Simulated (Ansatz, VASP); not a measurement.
# BP: VASP beside Ansatz

```
CELL_PARAMETERS angstrom
0.00000 2.26900 2.26900
2.26900 0.00000 2.26900
2.26900 2.26900 0.00000
ATOMIC_POSITIONS crystal
P 0.75000 0.75000 0.75000
B 0.00000 0.00000 0.00000
```

Alike in both runs: task relaxation of cell and atoms; functional PBEsol; dispersion D4; k mesh 15 × 15 × 15; no spin polarisation.

```csv
,VASP,Ansatz
version,VASP 6.6.1,Ansatz 0.2.0
potentials or method,"VASP PAW PBE potentials, release 64 (P, B)",Ansatz PAW
plane-wave cutoff (eV),600,420
occupations,"gaussian, width 0.01 eV",fixed
valence electrons in the cell,8,8
```

```tsv
	VASP	Ansatz	Ansatz less VASP
gap on the k mesh at the Fermi level, each at its own relaxed structure (eV)	1.09	1.10	+0.004
relaxed volume (Å³/atom)	11.36	11.36	-0.005
relaxed cell length with the largest relative difference (Å)	3.179	3.179	-0.0005
energy change over the relaxation (meV/atom)	-5	-5	-0.2
```

Caveats: the PAW data sets were made with another functional, which shifts forces and pressure a little (VASP); an odd mesh through Γ misses points on the zone boundary, where band edges often lie (VASP); odd divisions of the mesh miss points on the zone boundary, where band edges often lie, so the gap on the mesh can be too wide (Ansatz); the plane-wave basis is chosen anew once the cell has moved, so the energies of steps on either side of that aren't comparable (Ansatz); the PAW data sets come from PBE, with cores solved anew for the run's functional, which leaves a small shift of forces and pressure (Ansatz). A hybrid or GW would open this gap; PBEsol tends to underestimate it.
